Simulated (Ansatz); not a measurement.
# Na: stress in a strained cell

Na is deformed so: zz strain of +3 %. What stress and forces result, by LAPW, PAW and all-electron datasets made for the crystal?

Computed with Ansatz 0.2.0 (DFT PBE, scalar-relativistic, unless a step's input says otherwise).

### 1 The starting structure

The structure is hexagonal, space group P6_3/mmc (No. 194). Conventional cell: a = 3.767 Å, b = 3.767 Å, c = 6.154 Å, α = 90.00°, β = 90.00°, γ = 120.00°. Na (site symmetry -6m2) has 12 Na at 3.77 Å as nearest neighbours.

Coordinates:

```cif
data_structure
_symmetry_space_group_name_H-M 'P 1'
_symmetry_Int_Tables_number 1
_cell_length_a 3.7670
_cell_length_b 3.7670
_cell_length_c 6.1540
_cell_angle_alpha 90.000
_cell_angle_beta 90.000
_cell_angle_gamma 120.000
_cell_volume 75.63
loop_
_atom_site_label
_atom_site_type_symbol
_atom_site_fract_x
_atom_site_fract_y
_atom_site_fract_z
_atom_site_occupancy
Na1 Na 0.33333 0.66667 0.25000 1
Na2 Na 0.66667 0.33333 0.75000 1
```

Atoms are numbered in the order of the input: Na1, Na2.

### 2 After the deformation

Space group P6_3/mmc before, P6_3/mmc after.

### 3 LAPW, all electrons

input.yaml

```yaml
crystal:
  lattice:
    - [3.7670009976, 0.0, 0.0]
    - [-1.8835004988, 3.26231856, 0.0]
    - [0.0, 0.0, 6.33862]
  atoms:
    - { symbol: Na, position: [0.3333333333, 0.6666666667, 0.25] }
    - { symbol: Na, position: [0.6666666667, 0.3333333333, 0.75] }
kpoints:
  mp_grid: { grid: [13, 13, 7] }
  band_path:
    path:
      - [0.0, 0.0, 0.0]
      - [0.5, 0.0, 0.0]
      - [0.3333333333, 0.3333333333, 0.0]
      - [0.0, 0.0, 0.0]
      - [0.0, 0.0, 0.5]
      - [0.5, 0.0, 0.5]
      - [0.3333333333, 0.3333333333, 0.5]
      - [0.0, 0.0, 0.5]
      - [0.5, 0.0, 0.5]
    npoints: 5
scf:
  occupations: { method: fermi_dirac, width: 0.05 }
hamiltonian:
  xc: pbe
  pseudopotentials: { kind: all_electron, lapw: { basis_error: 0.00025 } }
output:
  forces: true
  stress: true
  eigenvalues: true
```

Launch:

```console
$ ansatz run input.yaml --threads 1 --pin off --max-ram 3072MiB --backend cpu --events-out ev --progress --plain --runs-dir out
```

### 4 PAW with frozen cores

input.yaml

```yaml
crystal:
  lattice:
    - [3.7670009976, 0.0, 0.0]
    - [-1.8835004988, 3.26231856, 0.0]
    - [0.0, 0.0, 6.33862]
  atoms:
    - { symbol: Na, position: [0.3333333333, 0.6666666667, 0.25] }
    - { symbol: Na, position: [0.6666666667, 0.3333333333, 0.75] }
kpoints:
  mp_grid: { grid: [13, 13, 7] }
scf:
  occupations: { method: fermi_dirac, width: 0.05 }
hamiltonian:
  xc: pbe
  pseudopotentials: { kind: paw }
output:
  forces: true
  stress: true
  eigenvalues: true
  efg: { contact_densities: true }
```

### 5 Datasets made for this crystal

Changes to input.yaml since step 4:

```diff
@@ -14,3 +14,3 @@
   xc: pbe
-  pseudopotentials: { kind: paw }
+  pseudopotentials: { kind: all_electron, datasets: crystal }
 output:
```

(Steps that only read results are left out.)

Q: Predict the outcome of this session. Wanted: pressure; largest shear or deviatoric stress.

**Answer**, as computed:

```
                                 quantity                                              value
                                 pressure  LAPW -0.34, PAW -0.35, crystal datasets -0.34 GPa
largest shear or deviatoric stress (LAPW)                                           0.13 GPa
```

In words: The largest part of the stress beyond the pressure is 0.13 GPa in size, in the zz component; the atoms are carried along and not relaxed. No run of the undeformed cell stands beside it, so the pressure holds what the given cell had before the change. PAW: stress within 0.01 GPa of LAPW. Crystal datasets: stress within 0.01 GPa of LAPW.
